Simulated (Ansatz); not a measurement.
**Response of Cs to small distortions**

```xyz
2
Lattice="5.5039 0.0000 0.0000 -2.7520 4.7665 0.0000 0.0000 0.0000 8.9080" Properties=species:S:1:pos:R:3 pbc="T T T"
Cs    0.0000    3.1777    2.2270
Cs    2.7520    1.5888    6.6810
```

Atom numbers follow the list: Cs1, Cs2.

The cell was built from the hcp type and relaxed in the same program, and has space group P6_3/mmc; it needn't be a known or the stable phase.

Spin–orbit coupling is left out, though it moves levels of the heavy atoms by tenths of an eV or more.

Method: Ansatz 0.2.0, DFT, PBE, all-electron LAPW, scalar-relativistic.

Settings: a Γ-centred 12×12×6 k mesh, Fermi–Dirac smearing of 0.05 eV, basis error target 1 meV/atom, no spin polarisation.

The unchanged cell is at 0.01 GPa, so energy changes include a term −P ΔV where the volume moves.

In a metal, stresses and small energies carry noise from the k mesh.

x, y and z are the Cartesian axes of the cell as listed; fractional coordinates follow a strain, and an engineering shear is twice the off-diagonal strain component.

**Question.** With this change (x and y strained by -4 %, z held), what becomes of the energy and stress?

**Answer.** Energy change +7 meV/atom; stress change (xx, yy, zz, yz, xz, xy) 0.23, 0.23, 0.10, 0.00, 0.00, 0.00 GPa, compression positive.

With x and y strained by -1.5 %, z held: energy change +1 meV/atom; stress change (xx, yy, zz, yz, xz, xy) 0.08, 0.08, 0.04, 0.00, 0.00, 0.00 GPa, compression positive.

**Question.** With this change (atom 1 (Cs) moved by (0.0300, 0.0000, 0.0000) Å), what becomes of the energy and stress?

**Answer.** Energy change under 1 meV/atom; stress change (xx, yy, zz, yz, xz, xy) 0.00, 0.00, 0.00, 0.00, 0.00, 0.00 GPa, compression positive.
